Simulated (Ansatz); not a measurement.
## BaTiO₃, space group R3m: a band structure, step by step

With Ansatz 0.2.0, Python API.

At the Python prompt:
```pycon
>>> import warnings
>>> import ansatz
>>> from ase import Atoms
>>> import matplotlib.pyplot as plt
>>> import numpy as np
>>> from pymatgen.analysis.ewald import EwaldSummation
>>> from pymatgen.core import Structure
>>> FUNCTIONAL = "r2scan"
>>> SMEARING = "Fixed"
>>> N_EMPTY = 10
>>> warnings.simplefilter("ignore", ansatz.DeckWarning)
>>> atoms = Atoms(
...     ["Ba", "Ti", "O", "O", "O"],
...     scaled_positions=[
...         [0.0, 0.0, 0.0],
...         [0.4845, 0.4845, 0.4845],
...         [0.5086, 0.5086, 0.0175],
...         [0.0175, 0.5086, 0.5086],
...         [0.5086, 0.0175, 0.5086],
...     ],
...     cell=[
...         [2.82736661, 1.63238087, 2.31839349],
...         [-2.82736661, 1.63238087, 2.31839349],
...         [0.0, -3.26476174, 2.31839349],
...     ],
...     pbc=True,
... )
>>> structure = ansatz.Crystal.from_ase(atoms)
>>> structure.resolved().tree()["lattice"]
((2.82736661, 1.63238087, 2.31839349), (-2.82736661, 1.63238087, 2.31839349), (0.0, -3.26476174, 2.31839349))
>>> # vertices of the path, as fractions of the reciprocal vectors
>>> path = [
...     ("H_0", (0.5, -0.49717, 0.49717)),
...     ("L", (0.5, 0.0, 0.0)),
...     ("G", (0.0, 0.0, 0.0)),
...     ("S_0", (0.49859, -0.49859, 0.0)),
... ]
>>> job = (
...     structure.calculation()
...     .functional(FUNCTIONAL)
...     .kpoints(4)
...     .occupations(SMEARING)
...     .band_structure([point for _, point in path], intervals=8)
...     .scf(extra_bands=N_EMPTY)
...     .bader_charges()
...     .band_table()
... )
>>> def show(event):
...     row = event["data"]
...     if event["event"] == "scf_iter" and row.get("harris_foulkes_ev") is not None:
...         print(f"  iteration {row['iter']:3d}  Harris-Foulkes {row['harris_foulkes_ev']:.5f} eV  residual {row['dr2_ev']:.2e}")
...
>>> out = job.session().plan().execute(on_event=show)
  iteration   1  Harris-Foulkes -10183.72520 eV  residual 3.54e-01
  iteration   2  Harris-Foulkes -10183.83760 eV  residual 6.09e-02
  iteration   3  Harris-Foulkes -10183.82858 eV  residual 5.54e-03
  iteration   4  Harris-Foulkes -10183.82787 eV  residual 1.07e-03
  iteration   5  Harris-Foulkes -10183.82772 eV  residual 6.21e-05
  iteration   6  Harris-Foulkes -10183.82772 eV  residual 4.88e-06
  iteration   7  Harris-Foulkes -10183.82772 eV  residual 5.13e-08
>>> r = out.report
>>> r["published_state_doubts"]
[]
>>> r["n_iterations"], r["closed_by"]
(7, 'deck_thresholds')
>>> [(site.symbol, site.position_frac.round(4).tolist()) for site in out.lattice.sites]
[(<Element.BA: 'Ba'>, [0.0, 0.0, 0.0]), (<Element.TI: 'Ti'>, [0.4845, 0.4845, 0.4845]), (<Element.O: 'O'>, [0.5086, 0.5086, 0.0175]), (<Element.O: 'O'>, [0.0175, 0.5086, 0.5086]), (<Element.O: 'O'>, [0.5086, 0.0175, 0.5086])]
>>> for key in ("converged", "n_iterations", "n_electrons", "n_kpoints", "n_pw", "n_symmetry_ops", "free_energy_ev", "fermi_energy_ev"):
...     print(f"{key:18s} {r[key]}")
...
converged          True
n_iterations       7
n_electrons        40.0
n_kpoints          13
n_pw               1647
n_symmetry_ops     6
free_energy_ev     -10183.827720921094
fermi_energy_ev    9.91741477600517
>>> final = Structure(out.lattice.cell_ang, [s.symbol for s in out.lattice.sites], [s.position_frac for s in out.lattice.sites])
>>> # point charges of the Bader values: a model, not a term of the DFT energy
>>> charges = [a.partial_charge_e for a in out.bader_charges().atoms]
>>> shift = sum(charges) / len(charges)
>>> ionic = final.copy()
>>> ionic.add_oxidation_state_by_site([q - shift for q in charges])
Structure Summary
Lattice
    abc : 4.004199996943237 4.004199996943237 4.004199996943237
 angles : 89.83700003473031 89.83700003473031 89.83700003473031
 volume : 64.20103366849165
      A : 2.827366607071743 1.6323808716906298 2.31839349
      B : -2.827366607071743 1.6323808716906298 2.31839349
      C : 0.0 -3.2647617433812592 2.31839349
    pbc : True True True
PeriodicSite: Ba (Ba1.58+) (0.0, 0.0, 0.0) [0.0, 0.0, 0.0]
PeriodicSite: Ti (Ti2.29+) (-1.092e-16, 2.659e-16, 3.37) [0.4845, 0.4845, 0.4845]
PeriodicSite: O (O1.29-) (-4.493e-17, 1.603, 2.399) [0.5086, 0.5086, 0.0175]
PeriodicSite: O (O1.29-) (-1.389, -0.8017, 2.399) [0.0175, 0.5086, 0.5086]
PeriodicSite: O (O1.29-) (1.389, -0.8017, 2.399) [0.5086, 0.0175, 0.5086]
>>> print("Bader charges", [round(q, 3) for q in charges])
Bader charges [1.576, 2.293, -1.29, -1.29, -1.29]
>>> print(f"point-charge energy {EwaldSummation(ionic).total_energy / len(ionic):.3f} eV/atom")
point-charge energy -14.074 eV/atom
>>> gap = None if "band_edges_ev" not in r else r["band_edges_ev"][1] - r["band_edges_ev"][0]
>>> print("gap on the k mesh:", "withheld (metal, or smearing too wide to tell)" if gap is None else f"{gap:.3f} eV")
gap on the k mesh: 2.797 eV
>>> print("lowest empty less highest filled band, by band count:", round(r["gap_by_band_count_ev"], 3), "eV")
lowest empty less highest filled band, by band count: 2.797 eV
>>> bands = out.band_structure()
>>> fermi = bands.fermi_energy_ev
>>> print(f"zero of the bands: {fermi:.3f} eV, the Fermi level found on the SCF mesh")
zero of the bands: 9.917 eV, the Fermi level found on the SCF mesh
>>> reciprocal = 2 * np.pi * np.linalg.inv(out.lattice.cell_ang).T
>>> steps = np.linalg.norm(np.diff(bands.kpoints_frac @ reciprocal, axis=0), axis=1)
>>> distance = np.concatenate([[0], np.cumsum(steps)])
>>> fig, ax = plt.subplots(figsize=(5, 4))
>>> for channel, colour in zip(bands.channels, ("C0", "C3")):
...     ax.plot(distance, channel.eigenvalues_ev - fermi, colour, lw=1)
...
[<matplotlib.lines.Line2D object at 0x...>, <matplotlib.lines.Line2D object at 0x...>, <matplotlib.lines.Line2D object at 0x...>, <matplotlib.lines.Line2D object at 0x...>, <matplotlib.lines.Line2D object at 0x...>, <matplotlib.lines.Line2D object at 0x...>, <matplotlib.lines.Line2D object at 0x...>, <matplotlib.lines.Line2D object at 0x...>, <matplotlib.lines.Line2D object at 0x...>, <matplotlib.lines.Line2D object at 0x...>, <matplotlib.lines.Line2D object at 0x...>, <matplotlib.lines.Line2D object at 0x...>, <matplotlib.lines.Line2D object at 0x...>, <matplotlib.lines.Line2D object at 0x...>, <matplotlib.lines.Line2D object at 0x...>, <matplotlib.lines.Line2D object at 0x...>, <matplotlib.lines.Line2D object at 0x...>, <matplotlib.lines.Line2D object at 0x...>, <matplotlib.lines.Line2D object at 0x...>, <matplotlib.lines.Line2D object at 0x...>, <matplotlib.lines.Line2D object at 0x...>, <matplotlib.lines.Line2D object at 0x...>, <matplotlib.lines.Line2D object at 0x...>, <matplotlib.lines.Line2D object at 0x...>, <matplotlib.lines.Line2D object at 0x...>, <matplotlib.lines.Line2D object at 0x...>, <matplotlib.lines.Line2D object at 0x...>, <matplotlib.lines.Line2D object at 0x...>, <matplotlib.lines.Line2D object at 0x...>, <matplotlib.lines.Line2D object at 0x...>]
>>> ax.set_xticks(distance[::8], [label for label, _ in path])
[<matplotlib.axis.XTick object at 0x...>, <matplotlib.axis.XTick object at 0x...>, <matplotlib.axis.XTick object at 0x...>, <matplotlib.axis.XTick object at 0x...>]
>>> ax.set(ylim=(-6, 6), ylabel="E - E_F (eV)", xlim=(0, distance[-1]))
[(-6.0, 6.0), Text(0, 0.5, 'E - E_F (eV)'), (0.0, 2.9974329581855694)]
>>> ax.grid(axis="x")
>>> fig.savefig("bands.png", dpi=100)
>>> first = bands.channels[0].eigenvalues_ev - fermi
>>> near = np.argsort(np.abs(first.mean(axis=0)))[:4]
>>> for band in sorted(near):
...     print(f"band {band + 1}: {first[:, band].min():.3f} to {first[:, band].max():.3f} eV")
...
band 17: -2.303 to -1.113 eV
band 18: -1.588 to -0.014 eV
band 19: -1.171 to -0.014 eV
band 20: -0.825 to -0.000 eV
```

Notes:
- Total energies depend on the potentials; only differences at equal settings carry meaning.
- The run is spin-unpolarised.
- Semilocal gaps usually lie well under measured ones.
- The Fermi level of a run with fixed occupations marks the highest occupied state on its mesh, not mid-gap.
- Only differences from the Fermi energy are physical; the zero of the scale is a convention.
- The starting cell is as deposited in a crystallographic database; the results hold for this polymorph, which needn't be the stable one.
- Levels are Kohn-Sham eigenvalues on this mesh, without spin-orbit coupling.
- Run time: 51 s on 1 thread of Arm Neoverse V1, on a shared host, peak memory 0.54 GiB.
